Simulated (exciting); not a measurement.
## O K-edge absorption of ZnO (zincite), all-electron BSE

How far do the exchange and direct terms reshape the O K edge of ZnO (zincite)?

Main program and level: exciting sodium; X-ray absorption, core-level Bethe-Salpeter equation, exchange and statically screened direct term, Tamm-Dancoff, all-electron LAPW+lo PBEsol.

Most raw output is cut from this account.

**1. Starting point**

The structure is hexagonal, space group P6_3mc (No. 186). The conventional cell has a = 3.249 Å, b = 3.249 Å, c = 5.206 Å, α = 90.00°, β = 90.00°, γ = 120.00°. Nearest to Zn lie 4 O at 1.97 to 1.98 Å. Nearest to O lie 4 Zn at 1.97 to 1.98 Å. Farther neighbours and most contacts between anions are not listed.

Coordinates:

```cif
data_structure
_symmetry_space_group_name_H-M 'P 1'
_symmetry_Int_Tables_number 1
_cell_length_a 3.2493
_cell_length_b 3.2493
_cell_length_c 5.2057
_cell_angle_alpha 90.000
_cell_angle_beta 90.000
_cell_angle_gamma 120.000
_cell_volume 47.60
loop_
_atom_site_label
_atom_site_type_symbol
_atom_site_fract_x
_atom_site_fract_y
_atom_site_fract_z
_atom_site_occupancy
Zn1 Zn 0.66667 0.33333 0.00000 1
Zn2 Zn 0.33333 0.66667 0.50000 1
O3 O 0.33333 0.66667 0.87901 1
O4 O 0.66667 0.33333 0.37901 1
```

Differences between curves are given as r.m.s. difference over r.m.s. height.

**2. Ground state**

The species files are the program's own, with muffin-tin radii set in the input.

input.xml

```
<input>
  <title>ZnO</title>
  <structure speciespath="." autormt="false" epslat="1.0e-5">
    <crystal>
      <basevect>6.1403022134 0.0000000000 0.0000000000</basevect>
      <basevect>-3.0701511067 5.3176577037 0.0000000000</basevect>
      <basevect>0.0000000000 0.0000000000 9.8373642927</basevect>
    </crystal>
    <species speciesfile="Zn.xml" rmt="2.097">
      <atom coord="0.6666666667 0.3333333333 0.0000000000"/>
      <atom coord="0.3333333333 0.6666666667 0.5000000000"/>
    </species>
    <species speciesfile="O.xml" rmt="1.520">
      <atom coord="0.3333333333 0.6666666667 0.8790100000"/>
      <atom coord="0.6666666667 0.3333333333 0.3790100000"/>
    </species>
  </structure>
  <groundstate do="fromscratch" xctype="GGA_PBE_SOL" ngridk="5 5 3" rgkmax="7" gmaxvr="14" nempty="8" swidth="0.001" maxscl="100" epsengy="1e-5"/>
</input>
```

Started as:

```console
$ OMP_NUM_THREADS=1 mpirun -n 4 exciting
```

It took 66 s on 4 MPI ranks of Arm Neoverse V2, shared host.

The mesh shows a gap of 0.73 eV. Core levels (Dirac, from the valence top):

```tsv
atom	level	energy (eV)
Zn	2s1/2	-1151.0
Zn	2p1/2	-1013.2
Zn	2p3/2	-989.4
Zn	3s1/2	-123.1
O	1s1/2	-503.2
```

**3. A richer basis for the empty states**

Each species file gets more local orbitals, built from u and its energy derivative at 0.15 Ha and u at 0.9 Ha.

input.xml is that of step 2.

SPECIES.xml, added lines

```
<lo l="L">  <!-- L = 0, 1, 2 -->
  <wf matchingOrder="0" trialEnergy="0.1500" searchE="false"/>
  <wf matchingOrder="1" trialEnergy="0.1500" searchE="false"/>
  <wf matchingOrder="0" trialEnergy="0.9000" searchE="false"/>
</lo>
```

Started as:

```console
$ OMP_NUM_THREADS=1 mpirun -n 4 exciting
```

Wall time 72 s (4 MPI ranks).

Against the first ground state the total energy moves by -12 meV an atom and the gap by -0.01 eV.

**4. Screening, kernels and BSE for O atom 3**

The absorber has 4 Zn at 1.97 Å (tetrahedral, site symmetry 3m).

Edit input.xml of step 3 so:

```diff
@@ -17,3 +17,20 @@
   </structure>
-  <groundstate do="fromscratch" xctype="GGA_PBE_SOL" ngridk="5 5 3" rgkmax="7" gmaxvr="14" nempty="8" swidth="0.001" maxscl="100" epsengy="1e-5"/>
+  <groundstate do="skip" xctype="GGA_PBE_SOL" ngridk="5 5 3" rgkmax="7" gmaxvr="14" nempty="8" swidth="0.001" maxscl="100" epsengy="1e-5"/>
+  <xs xstype="BSE" ngridk="5 5 3" ngridq="5 5 3" vkloff="0.097 0.273 0.493" rgkmax="7" nempty="23" gqmax="3" lmaxapwwf="5" lmaxemat="2" broad="0.01654" tevout="true">
+    <energywindow intv="18.076 19.693" points="439"/>
+    <screening screentype="full" nempty="41"/>
+    <BSE xas="true" xasspecies="2" xasatom="1" xasedge="K" bsetype="singlet" nstlxas="1 19"/>
+    <qpointset>
+      <qpoint>0 0 0</qpoint>
+    </qpointset>
+    <plan>
+      <doonly task="xsgeneigvec"/>
+      <doonly task="writepmatxs"/>
+      <doonly task="scrgeneigvec"/>
+      <doonly task="scrwritepmat"/>
+      <doonly task="screen"/>
+      <doonly task="scrcoulint"/>
+      <doonly task="exccoulint"/>
+    </plan>
+  </xs>
 </input>
```

input.xml for the last start (plan only)

```
  <plan>
    <doonly task="bse"/>
  </plan>
```

Started as:

```console
$ OMP_NUM_THREADS=1 mpirun -n 4 exciting
$ OMP_NUM_THREADS=4 exciting
```

Wall time 9.1 min (4 MPI ranks).

Wall time by task: xsgeneigvec 17 s, writepmatxs 5.7 s, scrgeneigvec 17 s, scrwritepmat 3.2 s, screen 2.4 min, scrcoulint 2.8 min, exccoulint 2.9 min, bse 12 s.

The O K spectrum of O atom 3 (energy from the Kohn–Sham onset, core level to the lowest empty state found on the meshes used, 503.87 eV; the ground-state mesh sets it, and the shifted mesh has its lowest transition 0.89 eV above it; Im ε scaled to the maximum of the singlet run; cut below the end of the band set):

```tsv
E (eV)	isotropic	ε ⊥ c	ε ∥ c
-3.0	0.02	0.02	0.02
-2.5	0.03	0.03	0.03
-2.0	0.03	0.03	0.03
-1.5	0.04	0.04	0.04
-1.0	0.05	0.05	0.05
-0.5	0.08	0.07	0.08
0.0	0.13	0.12	0.15
0.5	0.23	0.22	0.26
1.0	0.36	0.38	0.33
1.5	0.50	0.53	0.44
2.0	0.70	0.68	0.75
2.5	0.86	0.83	0.91
3.0	0.90	0.91	0.87
3.5	0.91	0.92	0.87
4.0	0.88	0.91	0.83
4.5	0.88	0.91	0.82
5.0	0.95	0.95	0.96
5.5	0.99	1.04	0.90
6.0	0.97	1.10	0.72
6.5	0.85	0.90	0.76
7.0	0.52	0.50	0.56
7.5	0.32	0.31	0.35
8.0	0.30	0.25	0.39
8.5	0.39	0.24	0.68
9.0	0.36	0.27	0.54
9.5	0.31	0.29	0.35
10.0	0.29	0.30	0.28
10.5	0.29	0.32	0.23
11.0	0.30	0.36	0.19
11.5	0.29	0.35	0.16
12.0	0.29	0.35	0.16
12.5	0.25	0.30	0.17
13.0	0.19	0.21	0.16
13.5	0.17	0.17	0.15
14.0	0.17	0.16	0.19
14.5	0.17	0.14	0.23
15.0	0.16	0.11	0.24
15.5	0.12	0.09	0.17
16.0	0.10	0.08	0.13
16.5	0.10	0.09	0.13
17.0	0.12	0.10	0.15
17.5	0.13	0.11	0.17
18.0	0.15	0.14	0.18
18.5	0.19	0.18	0.22
19.0	0.18	0.17	0.20
19.5	0.17	0.14	0.21
20.0	0.18	0.16	0.24
20.5	0.22	0.21	0.25
21.0	0.24	0.25	0.23
21.5	0.24	0.27	0.19
```

Maxima (height): 3.7 eV (0.91), 5.3 eV (1.00), 8.7 eV (0.40), 10.9 eV (0.31), 18.6 eV (0.19) and 21.2 eV (0.25).

The Hamiltonian has 2850 rows. The lowest groups of eigenvalues and the brightest ones, on the scale above (the program counts from the shifted mesh's onset, 0.89 eV higher). Core spinors bring spin-forbidden partners, so dark means forbidden by spin or by symmetry, and the shifted mesh splits states that symmetry would keep together:

```tsv
energy (eV)	states within 10 meV	relative strength
0.262	2	0.081
0.438	2	0.35
0.814	2	0.48
1.031	2	0.24
1.122	2	0.59
1.279	2	0.14
1.743	2	0.90
2.195	2	0.99
2.290	4	0.88
3.056	2	0.92
3.795	2	0.75
5.329	2	0.84
6.289	4	1.00
```

**5. Independent particles**

Edit input.xml of step 4 so:

```diff
@@ -21,3 +21,3 @@
     <screening screentype="full" nempty="41"/>
-    <BSE xas="true" xasspecies="2" xasatom="1" xasedge="K" bsetype="singlet" nstlxas="1 19"/>
+    <BSE xas="true" xasspecies="2" xasatom="1" xasedge="K" bsetype="IP" nstlxas="1 19"/>
     <qpointset>
@@ -26,9 +26,3 @@
     <plan>
-      <doonly task="xsgeneigvec"/>
-      <doonly task="writepmatxs"/>
-      <doonly task="scrgeneigvec"/>
-      <doonly task="scrwritepmat"/>
-      <doonly task="screen"/>
-      <doonly task="scrcoulint"/>
-      <doonly task="exccoulint"/>
+      <doonly task="bse"/>
     </plan>
```

Started as:

```console
$ OMP_NUM_THREADS=4 exciting
```

The job ended after 1.5 s (4 threads).

Maxima (height): 7.8 eV (1.34), 9.8 eV (0.57), 13.2 eV (0.50) and 19.3 eV (0.22). Against the singlet run the r.m.s. difference is 73 %. Moving the earlier curve by +2.9 eV leaves 36 %. The highest maximum lies at 7.8 eV (1.34), against 5.3 eV (1.00).

**6. Exchange alone**

Edit input.xml of step 5 so:

```diff
@@ -21,3 +21,3 @@
     <screening screentype="full" nempty="41"/>
-    <BSE xas="true" xasspecies="2" xasatom="1" xasedge="K" bsetype="IP" nstlxas="1 19"/>
+    <BSE xas="true" xasspecies="2" xasatom="1" xasedge="K" bsetype="RPA" nstlxas="1 19"/>
     <qpointset>
```

Started as:

```console
$ OMP_NUM_THREADS=4 exciting
```

The job ended after 12 s (4 threads).

Maxima (height): 7.8 eV (1.32), 9.9 eV (0.58), 13.2 eV (0.51) and 19.3 eV (0.22). The spectrum differs from the independent-particle run by 3 % r.m.s.

**7. A changed run**

In this try the input is made faulty on purpose, to show what that does.

Edit input.xml of step 6 so:

```diff
@@ -18,6 +18,6 @@
   <groundstate do="skip" xctype="GGA_PBE_SOL" ngridk="5 5 3" rgkmax="7" gmaxvr="14" nempty="8" swidth="0.001" maxscl="100" epsengy="1e-5"/>
-  <xs xstype="BSE" ngridk="5 5 3" ngridq="5 5 3" vkloff="0.097 0.273 0.493" rgkmax="7" nempty="23" gqmax="3" lmaxapwwf="5" lmaxemat="2" broad="0.01654" tevout="true">
+  <xs xstype="BSE" ngridk="5 5 3" ngridq="5 5 3" vkloff="0.097 0.273 0.493" rgkmax="7" nempty="7" gqmax="3" lmaxapwwf="5" lmaxemat="2" broad="0.01654" tevout="true">
     <energywindow intv="18.076 19.693" points="439"/>
     <screening screentype="full" nempty="41"/>
-    <BSE xas="true" xasspecies="2" xasatom="1" xasedge="K" bsetype="RPA" nstlxas="1 19"/>
+    <BSE xas="true" xasspecies="2" xasatom="1" xasedge="K" bsetype="singlet" nstlxas="1 3"/>
     <qpointset>
@@ -26,3 +26,5 @@
     <plan>
-      <doonly task="bse"/>
+      <doonly task="writepmatxs"/>
+      <doonly task="scrcoulint"/>
+      <doonly task="exccoulint"/>
     </plan>
```

input.xml for the last start (plan only)

```
  <plan>
    <doonly task="bse"/>
  </plan>
```

Started as:

```console
$ OMP_NUM_THREADS=1 mpirun -n 4 exciting
$ OMP_NUM_THREADS=4 exciting
```

It took 1.7 min on 4 MPI ranks.

Wall time by task: writepmatxs 4.9 s, scrcoulint 64 s, exccoulint 29 s, bse 0.72 s.

The input has a fault: far too few conduction bands in the BSE. The spectrum differs from the singlet run by 60 % r.m.s. The highest maximum lies at 3.2 eV (0.47), against 5.3 eV (1.00). Transitions to the missing bands are absent and can't mix into the lines that are left.

```tsv
E (eV)	first run	this run
-3.0	0.02	0.01
-2.0	0.03	0.02
-1.0	0.05	0.03
0.0	0.13	0.07
1.0	0.36	0.20
2.0	0.70	0.37
3.0	0.90	0.47
4.0	0.88	0.44
5.0	0.95	0.42
6.0	0.97	0.36
7.0	0.52	0.32
8.0	0.30	0.09
9.0	0.36	0.04
10.0	0.29	0.02
11.0	0.30	0.01
12.0	0.29	0.01
13.0	0.19	0.01
14.0	0.17	0.00
15.0	0.16	0.00
16.0	0.10	0.00
17.0	0.12	0.00
18.0	0.15	0.00
19.0	0.18	0.00
20.0	0.18	0.00
21.0	0.24	0.00
```

**8. Coarser mesh**

Changed against the first singlet run: k mesh from 5×5×3 to 3×3×2.

Edit input.xml of step 7 so:

```diff
@@ -18,6 +18,6 @@
   <groundstate do="skip" xctype="GGA_PBE_SOL" ngridk="5 5 3" rgkmax="7" gmaxvr="14" nempty="8" swidth="0.001" maxscl="100" epsengy="1e-5"/>
-  <xs xstype="BSE" ngridk="5 5 3" ngridq="5 5 3" vkloff="0.097 0.273 0.493" rgkmax="7" nempty="7" gqmax="3" lmaxapwwf="5" lmaxemat="2" broad="0.01654" tevout="true">
+  <xs xstype="BSE" ngridk="3 3 2" ngridq="3 3 2" vkloff="0.097 0.273 0.493" rgkmax="7" nempty="23" gqmax="3" lmaxapwwf="5" lmaxemat="2" broad="0.01654" tevout="true">
     <energywindow intv="18.076 19.693" points="439"/>
     <screening screentype="full" nempty="41"/>
-    <BSE xas="true" xasspecies="2" xasatom="1" xasedge="K" bsetype="singlet" nstlxas="1 3"/>
+    <BSE xas="true" xasspecies="2" xasatom="1" xasedge="K" bsetype="singlet" nstlxas="1 19"/>
     <qpointset>
@@ -26,3 +26,7 @@
     <plan>
+      <doonly task="xsgeneigvec"/>
       <doonly task="writepmatxs"/>
+      <doonly task="scrgeneigvec"/>
+      <doonly task="scrwritepmat"/>
+      <doonly task="screen"/>
       <doonly task="scrcoulint"/>
```

input.xml for the last start (plan only)

```
  <plan>
    <doonly task="bse"/>
  </plan>
```

Run time: 94 s. Hardware: 4 MPI ranks.

These settings are cheaper. The spectrum differs from the singlet run by 13 % r.m.s. The highest maximum lies at 4.3 eV (1.15), against 5.3 eV (1.00). The first bright state moves from 0.26 to 0.49 eV. The lowest bare transition of this run lies at 1.61 eV, against 0.89. A coarse mesh samples few band energies, and it inflates the long-range part of the attraction.

```tsv
E (eV)	first run	this run
-3.0	0.02	0.02
-2.0	0.03	0.03
-1.0	0.05	0.06
0.0	0.13	0.14
1.0	0.36	0.39
2.0	0.70	0.69
3.0	0.90	0.86
4.0	0.88	0.99
5.0	0.95	0.92
6.0	0.97	0.97
7.0	0.52	0.49
8.0	0.30	0.33
9.0	0.36	0.32
10.0	0.29	0.32
11.0	0.30	0.35
12.0	0.29	0.24
13.0	0.19	0.21
14.0	0.17	0.18
15.0	0.16	0.08
16.0	0.10	0.15
17.0	0.12	0.14
18.0	0.15	0.16
19.0	0.18	0.15
20.0	0.18	0.22
21.0	0.24	0.26
```

**9. The levels of theory side by side**

```tsv
level	curve passes 0.15 (eV)	highest maximum (eV)	its height
IP	2.4	7.8	1.34
RPA	2.4	7.8	1.32
singlet	0.1	5.3	1.00
```

```tsv
E (eV)	IP	RPA	singlet
-3.0	0.01	0.01	0.02
-2.0	0.01	0.01	0.03
-1.0	0.02	0.02	0.05
0.0	0.03	0.03	0.13
1.0	0.07	0.07	0.36
2.0	0.12	0.12	0.70
3.0	0.23	0.22	0.90
4.0	0.34	0.33	0.88
5.0	0.41	0.39	0.95
6.0	0.52	0.49	0.97
7.0	0.72	0.68	0.52
8.0	1.16	1.19	0.30
9.0	0.51	0.52	0.36
10.0	0.56	0.57	0.29
11.0	0.45	0.46	0.30
12.0	0.42	0.43	0.29
13.0	0.48	0.49	0.19
14.0	0.31	0.32	0.17
15.0	0.26	0.27	0.16
16.0	0.21	0.21	0.10
17.0	0.14	0.14	0.12
18.0	0.15	0.15	0.15
19.0	0.21	0.21	0.18
20.0	0.20	0.20	0.18
21.0	0.24	0.25	0.24
```

**10. What came out**

```json
{"absorber and edge": "O K, atom 3", "surroundings": "4 Zn at 1.97 Å (tetrahedral, site symmetry 3m)", "first bright state": "0.26 eV from the Kohn–Sham onset, on this mesh", "highest maximum": "5.3 eV", "cost of the BSE run": "9.1 min on 4 MPI ranks of Arm Neoverse V2, shared host; the last task ran on as many threads"}
```

Is a core exciton bound? Undecided on this mesh: the first bright state (over 5 % of the brightest) lies at 0.26 eV from the Kohn–Sham onset and at -0.63 eV from the lowest bare transition of its own mesh. Exchange alone changes the independent-particle spectrum by 3 % r.m.s. A mesh of 75 points doesn't converge binding energies, and fine structure above the first lines is partly noise of the mesh. Exchange and the short-range direct term aren't converged in the kernel cutoff. The zero comes from the unshifted 5×5×3 ground-state mesh; it is exact only where the band minimum lies on that mesh. The Kohn–Sham onset, 504 eV, is no photon energy: the scale needs a rigid shift. Bands and screening come from semilocal DFT, whose small gap overscreens. Vibrations and energy-dependent lifetimes are left out. The structure is a published determination, not relaxed.

[Logs are printed without paths, hosts, clocks, repeated set-up lines and the standing remarks that a program may print on its own settings, such as how far it seeks lower states.]

[Hosts, paths, dates, database ids (printed as entryN), source tags and the programs' standing remarks are cut or masked in the printed files.]
